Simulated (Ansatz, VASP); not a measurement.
One calculation of LiF (Griceite), two programs

INCAR

```
ALGO     = Normal         # electronic algorithm
EDIFF    = 1E-6           # SCF threshold, eV
ENCUT    = 520            # plane-wave cutoff, eV
GGA      = PE             # functional
ISIF     = 2              # what is computed and relaxed
ISMEAR   = -1             # smearing method
LASPH    = True           # aspherical terms in the spheres
LCHARG   = False          # write CHGCAR
LREAL    = False          # projectors in reciprocal space
LWAVE    = False          # write WAVECAR
NBANDS   = 12             # bands
NELM     = 100            # most SCF steps
PREC     = Accurate       # precision mode
SIGMA    = 0.02           # smearing width, eV
```

File KPOINTS:

```
k-points
0
Gamma
  10 10 10
```

File POSCAR:

```
LiF
1.0
    0.0000000000      1.9948691899      2.0724696014
    1.9948691899      0.0000000000      2.0724696014
    1.9948691899      1.9948691899      0.0000000000
Li F
1 1
Direct
    0.0000000000      0.0000000000      0.0000000000
    0.5000000000      0.5000000000      0.5000000000
```

Input for Ansatz:

```yaml
crystal:
  lattice:
    - [0.0, 1.9948691899, 2.0724696014]
    - [1.9948691899, 0.0, 2.0724696014]
    - [1.9948691899, 1.9948691899, 0.0]
  atoms:
    - { symbol: Li, position: [0.0, 0.0, 0.0] }
    - { symbol: F, position: [0.5, 0.5, 0.5] }
kpoints:
  mp_grid: { grid: [10, 10, 10] }
  band_path:
    path:
      - [0.0, 0.0, 0.0]
      - [0.5, 0.0, 0.5]
      - [0.625, 0.25, 0.625]
      - [0.375, 0.375, 0.75]
      - [0.5, 0.5, 0.5]
      - [0.5, 0.25, 0.75]
    npoints: 1
hamiltonian:
  xc: pbe
scf:
  occupations: { method: fermi_dirac, width: 0.02 }
  n_extra_bands: 4
output:
  forces: true
  stress: true
  eigenvalues: true
```

Change from the starting cell: uniaxial_z strain +3.9%.

Alike in both runs: task single point; functional PBE; k mesh 10 × 10 × 10; occupations fermi-dirac, width 0.02 eV; no spin polarisation.

|  | VASP | Ansatz |
| --- | --- | --- |
| version | VASP 6.6.1 | Ansatz 0.2.0 |
| potentials or method | VASP PAW PBE potentials, release 64 (Li_sv, F) | plane waves, PAW |
| plane-wave cutoff (eV) | 520 | 420 |
| valence electrons in the cell | 10 | 10 |

```tsv
	VASP	Ansatz	Ansatz less VASP
gap on the k mesh at the Fermi level (eV)	8.95	8.95	0.000
```

The functional is the same, so the differences come from potentials, cutoffs and numerics.

 A k mesh can miss the band edges.
